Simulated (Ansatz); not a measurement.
The elements of this relaxed trial crystal are hidden behind letters.

```
lattice vectors (Å)
   6.6037    0.0000    0.0000
  -3.3019    5.7190    0.0000
   0.0000    0.0000    4.0021
fractional positions
X 0.6202 0.0000 0.6667
X 0.0000 0.6202 0.3333
X 0.3798 0.3798 0.0000
Z 0.3693 0.0000 0.1667
Z 0.0000 0.3693 0.8333
Z 0.6307 0.6307 0.5000
```

All numbers below come from Ansatz, DFT PBE, scalar-relativistic, plane waves, PAW. The final run on the 6-atom cell used 420 eV, a Γ-centred 6×6×8 mesh, 0.02 eV smearing and no spin polarisation.

```
Space group                              : P3_221 (No. 154)
Conventional cell                        : a = 6.604 Å, c = 4.002 Å
Volume per atom                          : 25.19 Å³
Density                                  : 4.76 g/cm³
Formation energy                         : −0.582 eV/atom
Gap on the 6×6×8 mesh of the 6-atom cell : 0.98 eV
```

Energies are uncorrected and count from the elements' standard states at the same level.

Q: X is a d-block element of period 5 and Z is a p-block element of period 3. Which elements are they?

A: X = Cd, Z = S, so the formula is CdS. Density times volume gives a mean mass of 4.76 × 25.19/1.6605 = 72.2 u per atom, and this set has 72.2 u. Among the elements that the hints allow, noble gases aside, only these give it. Cd has 4 S at 2.56–2.60 Å; around S lie 4 Cd at 2.56–2.60 Å.

Kohn–Sham gaps at this level usually fall short of measured ones. A later test with randomly moved atoms came back to the same energy, though modes that don't fit the test's cell weren't probed.
